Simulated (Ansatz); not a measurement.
AlPt in Ansatz: the effect of Hubbard term

Crystal: AlPt.

```
Pt Al
1.0
     4.87893    0.00000    0.00000
     0.00000    4.87893    0.00000
     0.00000    0.00000    4.87893
Pt Al
4 4
Direct
  0.84494 0.65506 0.34494
  0.65506 0.34494 0.84494
  0.34494 0.84494 0.65506
  0.15506 0.15506 0.15506
  0.15597 0.34403 0.65597
  0.34403 0.65597 0.15597
  0.65597 0.15597 0.34403
  0.84403 0.84403 0.84403
```

The cell is a database's computed one.

Alike in all runs:

- Program: Ansatz 0.2.0
- Task: single point
- Functional: PBEsol
- Potentials or basis: Ansatz PAW
- Cutoff: 420 eV (not typed: the program's choice for these potentials)
- k mesh: 5 × 5 × 5
- Occupations: fermi-dirac, width 0.05 eV
- Spin: no spin polarisation
- Hubbard projectors: ortho-atomic (the default)
- Double counting: fll (the default)

```tsv
Hubbard term	pressure (GPa)	largest force (eV/Å)
none	-1.2	0.05
Pt d U = 2 eV	-1.2	0.05
Pt d U = 3 eV	-1.0	0.04
Pt d U = 4 eV	-0.8	0.02
Pt d U = 5 eV	?	?
Pt d U = 6 eV	-0.3	0.02
Pt d U = 8 eV	0.5	0.02
```

Task: What does the run with Hubbard term Pt d U = 5 eV give?

Result: Pressure -0.5 GPa; largest force 0.01 eV/Å.

Worked out: A parabola through the other rows of the pressure, of slope 0.274 GPa per eV there, gives -0.6 GPa, against the run's -0.5. A parabola through the other rows of the largest force, of slope -0.00387 eV/Å per eV there, gives 0.03 eV/Å, against the run's 0.01.

Caveats: the PAW data sets come from PBE, with cores solved anew for the run's functional, which leaves a small shift of forces and pressure; U without spin polarisation on a metal has little footing (some runs); the U is typed as a test and isn't derived for this compound (some runs).

Runs at the PBE level aren't shown here.
